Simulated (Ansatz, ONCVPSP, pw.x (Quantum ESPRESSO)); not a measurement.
**Ti: does the ONCV potential hold in the solid?**

ONCVPSP 4.0.1.1 (patched build) input, shortened (lines: element, Z, core and valence counts, functional; n l f; lmax; l rc ep ncon nbas qcut; lloc lpopt rc5 dvloc0; l nproj debl; icmod fcfact rcfact), PBE, scalar-relativistic:

```
  Ti 22.00    4    3        4      upf
    1    0    2.00
    2    0    2.00
    2    1    6.00
    3    0    2.00
    3    1    6.00
    3    2    2.00
    4    0    2.00
    2
    0    2.50    0.00    3    8    2.30
    1    1.50    0.00    4    7    7.50
    2    2.45    0.00    3    7    7.10
    4    5    1.40    4.00
    0    2    0.50
    1    2    0.70
    2    3    3.90
    3    4.50    1.55
```

In the p channel the program set the typed energies aside and used -1.428, 0.250 Ha.

Crystal test: fcc Ti in pw.x 7.5, no spin, 14³ k-points, Fermi–Dirac smearing 0.01 Ry, cutoffs 55/220 Ry. The lattice is a test structure that the element need not adopt, and mesh and smearing are coarse.

pw.x input:

```
&control
  calculation='scf', prefix='x', pseudo_dir='./', outdir='./tmp', tstress=.true., disk_io='low'
/
&system
  ibrav=0, nat=1, ntyp=1, ecutwfc=55, ecutrho=220, nbnd=12,
  occupations='smearing', smearing='fd', degauss=0.01
/
&electrons
  conv_thr=1e-09, mixing_beta=0.4, electron_maxstep=70
/
ATOMIC_SPECIES
Ti 1.0 Ti.UPF
CELL_PARAMETERS angstrom
  0.00000000 2.05993590 2.05993590
  2.05993590 0.00000000 2.05993590
  2.05993590 2.05993590 0.00000000
ATOMIC_POSITIONS crystal
Ti 0.0000 0.0000 0.0000
K_POINTS automatic
14 14 14 0 0 0
```

```bash
pw.x < Ti.scf.in > Ti.scf.out
```

**Question.** How does the run end?

**Answer.** It converges; the pressure is 2.19 GPa against -0.10 GPa from all-electron LAPW. This is a poor potential for the solid. The generator flags a localised state at positive energy (s at 29 eV). The log shows:

```
     scf convergence threshold =      1.0E-09
     Exchange-correlation= PBE
     number of k points=   104  Fermi-Dirac smearing, width (Ry)=  0.0100
     iteration #  1     ecut=    55.00 Ry     beta= 0.40
     total energy              =     -80.23366486 Ry
     estimated scf accuracy    <       0.02572429 Ry
     iteration #  2     ecut=    55.00 Ry     beta= 0.40
     total energy              =     -80.23605910 Ry
     estimated scf accuracy    <       0.00180478 Ry
     iteration #  3     ecut=    55.00 Ry     beta= 0.40
     total energy              =     -80.23627252 Ry
     estimated scf accuracy    <       0.00022639 Ry
     iteration #  4     ecut=    55.00 Ry     beta= 0.40
     total energy              =     -80.23628566 Ry
     estimated scf accuracy    <       0.00000866 Ry
     iteration #  5     ecut=    55.00 Ry     beta= 0.40
     total energy              =     -80.23628401 Ry
     estimated scf accuracy    <       0.00000382 Ry
     iteration #  6     ecut=    55.00 Ry     beta= 0.40
     total energy              =     -80.23628442 Ry
     estimated scf accuracy    <       0.00000016 Ry
     iteration #  7     ecut=    55.00 Ry     beta= 0.40
     total energy              =     -80.23628444 Ry
     estimated scf accuracy    <          9.7E-09 Ry
     iteration #  8     ecut=    55.00 Ry     beta= 0.40
     total energy              =     -80.23628445 Ry
     estimated scf accuracy    <          1.7E-09 Ry
     iteration #  9     ecut=    55.00 Ry     beta= 0.40
     the Fermi energy is    12.3074 ev
!    total energy              =     -80.23628445 Ry
     estimated scf accuracy    <          1.5E-11 Ry
     smearing contrib. (-TS)   =      -0.00764175 Ry
     The total energy is F=E-TS. E is the sum of the following terms:
     one-electron contribution =     -17.31686253 Ry
     hartree contribution      =      13.20835021 Ry
     xc contribution           =     -17.22983850 Ry
     ewald contribution        =     -58.89029188 Ry
     convergence has been achieved in   9 iterations
          total   stress  (Ry/bohr**3)                   (kbar)     P=       21.85
```
